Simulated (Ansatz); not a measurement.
Runs of Ansatz 0.2.0 on Ge. It takes space group P-3m1 (No. 164, trigonal). The conventional cell has a = 4.090 Å, b = 4.090 Å, c = 3.327 Å, α = 90.00°, β = 90.00°, γ = 120.00°. Around Ge (site symmetry 3m) lie 3 Ge at 2.54 Å. The cell was built by a generator and needn't be a form met in nature.

```csv
level,cutoff (eV),gap on the mesh (eV),pressure (GPa),largest force (eV/Å)
r2SCAN0,500,none,-5.1,0.16
HSE06,420,none,-3.8,0.02
LDA,420,none,-5.6,(a)
PBEsol,420,none,-4.2,0.04
PBE0,420,none,-4.0,0.02
r2SCAN,500,none,-3.8,(b)
```

Alike in all rows: task projected density of states; potentials or basis Ansatz PAW; no spin polarisation; cell as given; k mesh 4 × 4 × 5; smearing fermi-dirac 0.05 eV; the mesh is coarse, so values aren't converged.

Q: Estimate the missing entries.

A: (a) 0.06; (b) 0.11.

Caveats: all runs use coarse meshes; the PAW data sets come from PBE, with cores solved anew for the run's functional, which leaves a small shift of forces and pressure; the density of states is complete only up to the lowest level of the last band computed; the thresholds are loose for stress (some runs).

A k mesh can miss the band edges, and the runs leave out spin-orbit coupling on Ge.

A gap of «none» marks a metal or a gap under the smearing width.
